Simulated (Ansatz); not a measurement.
Crystal: CdO (Monteponite).

```
Cd O
1.0
     0.00000    2.34950    2.34950
     2.34950    0.00000    2.34950
     2.34950    2.34950    0.00000
Cd O
1 1
Cartesian
  0.0000 0.0000 0.0000
  2.3495 2.3495 2.3495
```

| Quantity | Value |
| --- | --- |
| Program | Ansatz 0.2.0 |
| Task | relaxation of cell and atoms |
| Functional | BLYP |
| Potentials or basis | Ansatz PAW |
| Cutoff | 420 eV (not typed: the program's choice for these potentials) |
| k mesh | 10 × 10 × 10 |
| Occupations | fermi-dirac, width 0.05 eV |
| Spin | no spin polarisation |

At the start: volume 12.97 Å³/atom.

Where does the relaxation end?

It ends after 7 steps and the volume is 14.10 Å³/atom (+8.7 %); space group Fm-3m (No. 225, to 0.05 Å).

The path:
```tsv
step	energy change (eV)	largest force (eV/Å)	volume (Å³)
1	0.0000	0.0000	25.94
2	-0.0605	0.0000	28.56
3	-0.0650	0.0000	28.14
4	-0.0653	0.0000	28.09
5	-0.0770	0.0000	28.09
6	-0.0767	0.0000	28.21
7	-0.0772	0.0000	28.21
```

Final structure:
```yaml
crystal:
  lattice:
    - [0.00000, 2.41611, 2.41611]
    - [2.41611, 0.00000, 2.41611]
    - [2.41611, 2.41611, 0.00000]
  atoms:
    - { symbol: Cd, position: [0.00000, 0.00000, 0.00000] }
    - { symbol: O, position: [0.50000, 0.50000, 0.50000] }
```

Caveat: the plane-wave basis is chosen anew once the cell has moved, so the energies of steps on either side of that aren't comparable; the pressure holds a Pulay correction of +0.6 GPa for the finite cutoff; the PAW data sets come from PBE, with cores solved anew for the run's functional, which leaves a small shift of forces and pressure.
